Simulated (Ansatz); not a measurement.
# CaF2: the cost of one run

All numbers below are computed with Ansatz 0.2.0 (DFT PBE, plane waves, PAW, scalar-relativistic, no spin polarisation).

### 1 Starting point

The cell holds 12 atoms (Ca4F8): a = 5.436 Å, b = 5.436 Å, c = 5.436 Å, α = 90.00°, β = 90.00°, γ = 90.00°.

Coordinates:

```xyz
12
Lattice="5.4362 0.0000 0.0000 0.0000 5.4362 0.0000 0.0000 0.0000 5.4362" Properties=species:S:1:pos:R:3 pbc="T T T"
Ca    0.0000    0.0000    0.0000
F     1.3590    1.3590    1.3590
F     4.0771    4.0771    4.0771
Ca    2.7181    2.7181    0.0000
F     4.0771    4.0771    1.3590
F     1.3590    1.3590    4.0771
Ca    2.7181    0.0000    2.7181
F     4.0771    1.3590    4.0771
F     1.3590    4.0771    1.3590
Ca    0.0000    2.7181    2.7181
F     1.3590    4.0771    4.0771
F     4.0771    1.3590    1.3590
```

### 2 Run 1

200 steps of 1.5 fs at constant energy, with velocities drawn for 8400 K.

Contents of input.yaml:

```yaml
crystal:
  lattice:
    - [5.436196, 0.0, 0.0]
    - [0.0, 5.436196, 0.0]
    - [0.0, 0.0, 5.436196]
  atoms:
    - { symbol: Ca, position: [0.0, 0.0, 0.0] }
    - { symbol: F, position: [0.25, 0.25, 0.25] }
    - { symbol: F, position: [0.75, 0.75, 0.75] }
    - { symbol: Ca, position: [0.5, 0.5, 0.0] }
    - { symbol: F, position: [0.75, 0.75, 0.25] }
    - { symbol: F, position: [0.25, 0.25, 0.75] }
    - { symbol: Ca, position: [0.5, 0.0, 0.5] }
    - { symbol: F, position: [0.75, 0.25, 0.75] }
    - { symbol: F, position: [0.25, 0.75, 0.25] }
    - { symbol: Ca, position: [0.0, 0.5, 0.5] }
    - { symbol: F, position: [0.25, 0.75, 0.75] }
    - { symbol: F, position: [0.75, 0.25, 0.25] }
basis:
  ecutwfc: 420.0
kpoints:
  mp_grid: { grid: [2, 2, 2] }
hamiltonian:
  xc: pbe
  pseudopotentials: { kind: paw, azcp: { folder: soft_1 } }
scf:
  occupations: { method: fermi_dirac, width: 0.36 }
  lower_state_search: "off"
  convergence: { dr2_threshold: 0.001 }
  max_iter: 83
md:
  timestep: 1.5
  n_steps: 200
  ensemble: nve
  temperature: 8400.0
  initial_velocities: maxwell_boltzmann
  seed: 453081
```

Command:

```bash
ansatz run input.yaml --threads 1 --pin off --max-ram 3072MiB --backend cpu --events-out ev --progress --plain --runs-dir out
```

What time and memory should one allow on 1 thread of Arm Neoverse V1, shared host?

About 8.6 min, with a peak of 0.44 GiB.
